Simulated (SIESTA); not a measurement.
The system is C.

```
C
1.0
     0.00000    1.78337    1.78337
     1.78337    0.00000    1.78337
     1.78337    1.78337    0.00000
C
2
Direct
  0.75000 0.75000 0.75000
  0.50000 0.50000 0.50000
```

This isn't the form of C at room conditions, which is graphite.

```yaml
Program: SIESTA 5.4.2
Task: single point
Functional: PBE
Potentials_or_basis: PseudoDojo 0.4 standard (PBE files)
Basis: DZP (energy shift 0.003 Ry)
Grid_cutoff: 500 Ry
Energy_shift: 0.003 Ry
k_mesh: 13 × 13 × 13
Occupations: fermi-dirac, width 0.05 eV
Spin: no spin polarisation
```

On this cell: pressure 10.3 GPa; largest force zero by symmetry; band gap on the k mesh 4.29 eV, indirect (least direct gap 5.69 eV).

The same run follows on a disturbed copy (atoms moved at random, drawn with an rms of 0.05 Å):

```
CELL_PARAMETERS angstrom
0.00000 1.78337 1.78337
1.78337 0.00000 1.78337
1.78337 1.78337 0.00000
ATOMIC_POSITIONS crystal
C 0.74778 0.75306 0.75416
C 0.48928 0.49860 0.49360
```

**Question.** What does the disturbed cell give?

**Answer.** The energy moves by +22.5 meV/atom; pressure 11.1 GPa; largest force 1.772 eV/Å; band gap on the k mesh 3.37 eV, indirect (least direct gap 4.06 eV).

Forces on the atoms (eV/Å):
```
C   -0.956 -1.262 -0.795
C    0.956  1.262  0.795
```

Stress tensor (GPa, compression positive):
```
11.16 -1.21 -2.32
-1.21 11.01 -1.61
-2.32 -1.61 11.21
```

Caveats: an odd mesh through Γ misses points on the zone boundary, where band edges often lie; the basis of atomic orbitals isn't converged, which shifts pressures, moduli and gaps.
